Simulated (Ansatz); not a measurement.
# F: all-electron results

```xyz
1
Lattice="2.1941 0.0000 0.0000 0.0000 2.1941 0.0000 0.0000 0.0000 2.1941" Properties=species:S:1:pos:R:3 pbc="T T T"
F     0.0000    0.0000    0.0000
```

Conventional cell: a = 2.194 Å, b = 2.194 Å, c = 2.194 Å, α = 90.00°, β = 90.00°, γ = 90.00°. Around F (atom 1) lie 6 F at 2.19 Å.

The structure comes from a relaxation in the same program, started in the sc type, and has space group Pm-3m. Whether it is a known phase or the ground state wasn't checked.

The calculation used DFT, PBE, all-electron LAPW, scalar-relativistic (Ansatz 0.2.0).

Settings: a Γ-centred 15×15×15 k mesh, Fermi–Dirac smearing of 0.08 eV, basis error target 0.25 meV/atom, no spin polarisation.

| Item | Value |
| --- | --- |
| Pressure at this cell | -0.08 GPa |
| Volume per atom | 10.56 Å³ |

Question: Give the computed value. Density of states at the Fermi level (0.2 eV bin).

Answer: 1.96 states/eV per cell.

Question: Predict this quantity. Band gap.

Answer: none: with an odd electron count and no spin polarisation the bands can't all be full, a metal in this set-up (spin order or a larger cell could open a gap).
